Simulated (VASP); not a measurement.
# Al2O3 (P-6m2) in VASP: notebook, part 3 of 3

VASP 6.6.1. The steps go on from the part before.

### 5 Dielectric tensor, PBE

File INCAR:

```
ALGO = Normal
EDIFF = 1E-8
ENCUT = 400
GGA = PE
ISIF = 2
ISMEAR = 0
LASPH = True
LCHARG = False
LEPSILON = True
LREAL = False
LWAVE = False
NELM = 100
PREC = Accurate
SIGMA = 0.01
```

File KPOINTS:

```
k-points
0
Gamma
  15 15 4
```

File POSCAR:

```
Al2O3
1.0
    2.8843249483      0.0000000000      0.0000000000
   -1.4421624742      2.4978986780      0.0000000000
    0.0000000000      0.0000000000      9.3367544600
Al O
2 3
Direct
    0.0000000000      0.0000000000      0.8500076700
    0.0000000000      0.0000000000      0.1499923300
    0.3333333333      0.6666666667      0.7776830800
    0.6666666667      0.3333333333      0.0000000000
    0.3333333333      0.6666666667      0.2223169200
```

Potentials or basis: VASP PAW PBE potentials, release 64 (Al, O).

Launch:

```sh
$ cat potpaw_PBE.64/Al/POTCAR potpaw_PBE.64/O/POTCAR > POTCAR
$ mpirun -np 1 vasp_std > vasp.out
```

OUTCAR:

```text
EDIFF = 1E-8
   ENCUT = 400
   GGA = PE
   ISIF = 2
   ISMEAR = 0
   LASPH = True
   LEPSILON = True
   LREAL = False
   NELM = 100
   PREC = Accurate

 Found     81 irreducible k-points:

 Following reciprocal coordinates:
            Coordinates               Weight
  0.000000  0.000000  0.000000      1.000000
  0.066667  0.000000  0.000000      6.000000
  0.133333 -0.000000  0.000000      6.000000
  0.200000  0.000000  0.000000      6.000000
  0.266667 -0.000000  0.000000      6.000000
  0.333333 -0.000000  0.000000      6.000000
   k-points           NKPTS =     81   k-points in BZ     NKDIM =     81   number of bands    NBANDS=     16
   number of dos      NEDOS =    301   number of ions     NIONS =      5
   total plane-waves  NPLWV =  25600
   dimension x,y,z NGX =    20 NGY =   20 NGZ =   64
   dimension x,y,z NGXF=    40 NGYF=   40 NGZF=  128
   ions per type =               2   3
   NGX,Y,Z   is equivalent  to a cutoff of  11.53, 11.53, 11.40 a.u.
   NGXF,Y,Z  is equivalent  to a cutoff of  23.06, 23.06, 22.79 a.u.
 SYSTEM =  unknown system
   PREC   = accura    normal or accurate (medium, high low for compatibility)
   ISTART =      0    job   : 0-new  1-cont  2-samecut
   ICHARG =      2    charge: 1-file 2-atom 10-const
   ISPIN  =      1    spin polarized calculation?
   LNONCOLLINEAR =      F non collinear calculations
   LSORBIT =      F    spin-orbit coupling
   LASPH  =      T    aspherical Exc in radial PAW
   ENCUT  =  400.0 eV  29.40 Ry    5.42 a.u.   4.70  4.70 15.23*2*pi/ulx,y,z
   NELM   =    100;   NELMIN=  2; NELMDL= -5     # of ELM steps
   EDIFF  = 0.1E-07   stopping-criterion for ELM
   LREAL  =      F    real-space projection
   EDIFFG = 0.1E-06   stopping-criterion for IOM
   NSW    =      0    number of steps for IOM
   IBRION =     -1    ionic relax: 0-MD 1-quasi-New 2-CG
   NFREE  =      0    steps in history (QN), initial steepest desc. (CG)
   ISIF   =      2    stress and relaxation
   ISYM   =      2    0-nonsym 1-usesym 2-fastsym
   POTIM  = 0.5000    time-step for ionic-motion
[... 199 lines left out ...]
  ---------------------------------------------------
  free energy    TOTEN  =        -0.34352503 eV

  energy without entropy =       -0.34352503

------------------------ aborting loop because EDIFF is reached ----------------------------------------

--------------------------------------- Ionic step        2  -------------------------------------------

------------------------ aborting loop because EDIFF is reached ----------------------------------------

--------------------------------------- Ionic step        3  -------------------------------------------

 Free energy of the ion-electron system (eV)
  ---------------------------------------------------
  ---------------------------------------------------
  free energy    TOTEN  =        -0.18958180 eV

  energy without entropy =       -0.18958180

------------------------ aborting loop because EDIFF is reached ----------------------------------------

 PIEZOELECTRIC TENSOR FIELD DIRECTION 3  (e Angst)
 -----------------------------------------------------------------------------
    -0.00002 -0.00000 -0.00000           ( -0.00000  0.00000  0.00000)
     0.00000 -0.00002  0.00000           (  0.00000 -0.00000  0.00000)
     0.00000  0.00000  0.00011           (  0.00000  0.00000 -0.00000)

 PIEZOELECTRIC TENSOR FIELD DIRECTION 3  (C/m^2)
 -----------------------------------------------------------------------------
    -0.00001 -0.00000 -0.00000
     0.00000 -0.00001  0.00000
     0.00000  0.00000  0.00003

 MACROSCOPIC STATIC DIELECTRIC TENSOR (including local field effects in DFT)
 ------------------------------------------------------
           2.685575    -0.000000    -0.000000
          -0.000000     2.685575    -0.000000
           0.000000    -0.000000     1.940100
 ------------------------------------------------------

 PIEZOELECTRIC TENSOR (including local field effects)  for field in x, y, z        (e  Angst)
          XX          YY          ZZ          XY          YZ          ZX
  --------------------------------------------------------------------------------
  x     0.00000    -0.00000     0.00000    -0.07372     0.00000     0.00000
  y    -0.07372     0.07372    -0.00000    -0.00000     0.00000     0.00000
  z     0.00000     0.00000     0.00000    -0.00000    -0.00000    -0.00000

 PIEZOELECTRIC TENSOR (including local field effects)  for field in x, y, z        (C/m^2)
          XX          YY          ZZ          XY          YZ          ZX
  --------------------------------------------------------------------------------
  x     0.00000    -0.00000     0.00000    -0.01756     0.00000     0.00000
  y    -0.01756     0.01756    -0.00000    -0.00000     0.00000     0.00000
  z     0.00000     0.00000     0.00000    -0.00000    -0.00000    -0.00000

 BORN EFFECTIVE CHARGES (including local field effects) (in |e|, cummulative output)
 ---------------------------------------------------------------------------------
 ion    1
    1     3.02267    -0.00000     0.00000
    2    -0.00000     3.02267     0.00000
    3     0.00000     0.00000     1.52002
 ion    2
    1     3.02267    -0.00000    -0.00000
    2    -0.00000     3.02267    -0.00000
    3    -0.00000     0.00000     1.52002
 ion    3
    1    -1.90262     0.00000    -0.00000
    2     0.00000    -1.90262     0.00000
    3     0.00000     0.00000    -0.91392
 ion    4
    1    -2.24010     0.00000     0.00000
    2     0.00000    -2.24010     0.00000
    3     0.00000    -0.00000    -1.21220
 ion    5
    1    -1.90262     0.00000     0.00000
    2     0.00000    -1.90262     0.00000
    3    -0.00000    -0.00000    -0.91392
```

OSZICAR:

```text
N       E                     dE             d eps       ncg     rms          rms(c)
DAV:   1     0.120259699294E+03    0.12026E+03   -0.10927E+04  2600   0.108E+03
DAV:   2    -0.332235134559E+02   -0.15348E+03   -0.15110E+03  3264   0.272E+02
DAV:   3    -0.408097152943E+02   -0.75862E+01   -0.75748E+01  3512   0.719E+01
[... 12 lines left out ...]
RMM:   9    -0.189583507644E+00   -0.48706E-04   -0.15377E-04  5806   0.126E-02    0.251E-03
RMM:  10    -0.189576506969E+00    0.70007E-05   -0.64153E-05  5728   0.498E-03    0.564E-04
RMM:  11    -0.189575339912E+00    0.11671E-05    0.13940E-05  5812   0.200E-03    0.369E-04
RMM:  12    -0.189582104759E+00   -0.67648E-05   -0.34582E-06  5858   0.945E-04    0.555E-05
RMM:  13    -0.189581810205E+00    0.29455E-06   -0.12432E-06  4368   0.195E-04    0.166E-05
RMM:  14    -0.189581796024E+00    0.14181E-07    0.17898E-06  2700   0.125E-04    0.432E-06
```

It took 13 min on 1 thread of AMD EPYC 7R13 (Zen 3), shared host; peak memory 0.54 GiB.

The run converged, but some of its settings lie outside the range that counts as converged, so its numbers aren't taken as properties of the crystal.

Results:

```yaml
Band_gap_on_the_k_mesh: 4.77 eV, indirect (least direct gap 5.01 eV)
Electronic_dielectric_tensor_diagonal: 2.69, 2.69, 1.94
Born_charges_mean_of_the_diagonal: Al +2.52; O -1.57, -1.90 e
```

Caveat: an odd mesh through Γ misses points on the zone boundary, where band edges often lie.

### 6 Dielectric tensor, PBE

INCAR is that of step 5.

File KPOINTS:

```
k-points
0
Gamma
  6 6 2
```

POSCAR is that of step 5.

Potentials or basis: VASP PAW PBE potentials, release 64 (Al, O).

Launch:

```sh
$ cat potpaw_PBE.64/Al/POTCAR potpaw_PBE.64/O/POTCAR > POTCAR
$ mpirun -np 1 vasp_std > vasp.out
```

OUTCAR:

```text
EDIFF = 1E-8
   ENCUT = 400
   GGA = PE
   ISIF = 2
   ISMEAR = 0
   LASPH = True
   LEPSILON = True
   LREAL = False
   NELM = 100
   PREC = Accurate

 Found     14 irreducible k-points:

 Following reciprocal coordinates:
            Coordinates               Weight
  0.000000  0.000000  0.000000      1.000000
  0.166667  0.000000  0.000000      6.000000
  0.333333 -0.000000  0.000000      6.000000
  0.500000  0.000000  0.000000      3.000000
  0.166667  0.166667  0.000000      6.000000
  0.333333  0.166667  0.000000     12.000000
   k-points           NKPTS =     14   k-points in BZ     NKDIM =     14   number of bands    NBANDS=     16
   number of dos      NEDOS =    301   number of ions     NIONS =      5
   total plane-waves  NPLWV =  25600
   dimension x,y,z NGX =    20 NGY =   20 NGZ =   64
   dimension x,y,z NGXF=    40 NGYF=   40 NGZF=  128
   ions per type =               2   3
   NGX,Y,Z   is equivalent  to a cutoff of  11.53, 11.53, 11.40 a.u.
   NGXF,Y,Z  is equivalent  to a cutoff of  23.06, 23.06, 22.79 a.u.
 SYSTEM =  unknown system
   PREC   = accura    normal or accurate (medium, high low for compatibility)
   ISTART =      0    job   : 0-new  1-cont  2-samecut
   ICHARG =      2    charge: 1-file 2-atom 10-const
   ISPIN  =      1    spin polarized calculation?
[... 237 lines left out ...]
 PIEZOELECTRIC TENSOR FIELD DIRECTION 3  (e Angst)
 -----------------------------------------------------------------------------
    -0.00000 -0.00000  0.00000           ( -0.00000  0.00000  0.00000)
    -0.00000 -0.00000 -0.00000           (  0.00000 -0.00000  0.00000)
     0.00000  0.00000 -0.00000           (  0.00000  0.00000 -0.00000)

 PIEZOELECTRIC TENSOR FIELD DIRECTION 3  (C/m^2)
 -----------------------------------------------------------------------------
    -0.00000 -0.00000  0.00000
    -0.00000 -0.00000 -0.00000
     0.00000  0.00000 -0.00000

 MACROSCOPIC STATIC DIELECTRIC TENSOR (including local field effects in DFT)
 ------------------------------------------------------
           2.700332    -0.000000     0.000000
          -0.000000     2.700332    -0.000000
           0.000000     0.000000     1.940355
 ------------------------------------------------------

 PIEZOELECTRIC TENSOR (including local field effects)  for field in x, y, z        (e  Angst)
          XX          YY          ZZ          XY          YZ          ZX
  --------------------------------------------------------------------------------
  x     0.00000    -0.00000    -0.00000    -0.07753     0.00000     0.00000
  y    -0.07753     0.07753    -0.00000    -0.00000     0.00000     0.00000
  z     0.00000     0.00000     0.00000    -0.00000     0.00000    -0.00000

 PIEZOELECTRIC TENSOR (including local field effects)  for field in x, y, z        (C/m^2)
          XX          YY          ZZ          XY          YZ          ZX
  --------------------------------------------------------------------------------
  x     0.00000    -0.00000    -0.00000    -0.01847     0.00000     0.00000
  y    -0.01847     0.01847    -0.00000    -0.00000     0.00000     0.00000
  z     0.00000     0.00000     0.00000    -0.00000     0.00000    -0.00000

 BORN EFFECTIVE CHARGES (including local field effects) (in |e|, cummulative output)
 ---------------------------------------------------------------------------------
 ion    1
    1     3.02548    -0.00000     0.00000
    2    -0.00000     3.02548    -0.00000
    3    -0.00000     0.00000     1.51798
 ion    2
    1     3.02548    -0.00000     0.00000
    2    -0.00000     3.02548     0.00000
    3     0.00000     0.00000     1.51798
 ion    3
    1    -1.90183     0.00000    -0.00000
    2     0.00000    -1.90183     0.00000
    3     0.00000    -0.00000    -0.91037
 ion    4
    1    -2.24730     0.00000     0.00000
    2     0.00000    -2.24730     0.00000
    3     0.00000     0.00000    -1.21523
 ion    5
    1    -1.90183     0.00000     0.00000
    2     0.00000    -1.90183     0.00000
    3     0.00000    -0.00000    -0.91037
```

stdout:

```text
POSCAR found type information on POSCAR AlO
 POSCAR found :  2 types and       5 ions
 scaLAPACK will be used
 LDA part: xc-table for (Slater+PW92), standard interpolation
 POSCAR, INCAR and KPOINTS ok, starting setup
 FFT: planning ... GRIDC
 FFT: planning ... GRID_SOFT
 FFT: planning ... GRID
 WAVECAR not read
 entering main loop
 Linear response reoptimize wavefunctions to high precision
 Linear response G [H, r] |phi>, progress :
  Direction:   1
 Linear response G [H, r] |phi>, progress :
  Direction:   2
 Linear response G [H, r] |phi>, progress :
  Direction:   3
 Linear response to external field (no local field effect), progress :
  Direction:   1
 dielectric tensor                  component  1 :     2.537    -0.456    -0.000
 Linear response to external field (no local field effect), progress :
  Direction:   2
 dielectric tensor                  component  2 :    -0.457     2.987     0.000
 Linear response to external field (no local field effect), progress :
  Direction:   3
 dielectric tensor                  component  3 :    -0.000     0.000     2.583
 Linear response to external field, progress :
  Direction:   1
 dielectric tensor                  component  1 :     2.700     0.000    -0.000
 Linear response to external field, progress :
  Direction:   2
 dielectric tensor                  component  2 :    -0.251     2.700    -0.000
 Linear response to external field, progress :
  Direction:   3
 dielectric tensor                  component  3 :    -0.000     0.000     1.940
 Born effective charges drift removed
```

Wall time 2.1 min (1 thread of AMD EPYC 7R13 (Zen 3), shared host); peak memory 0.17 GiB.

The run converged, but some of its settings lie outside the range that counts as converged, so its numbers aren't taken as properties of the crystal.

What came out:

```yaml
Band_gap_on_the_k_mesh: 4.78 eV, indirect (least direct gap 5.01 eV)
Electronic_dielectric_tensor_diagonal: 2.70, 2.70, 1.94
Born_charges_mean_of_the_diagonal: Al +2.52; O -1.57, -1.90 e
```
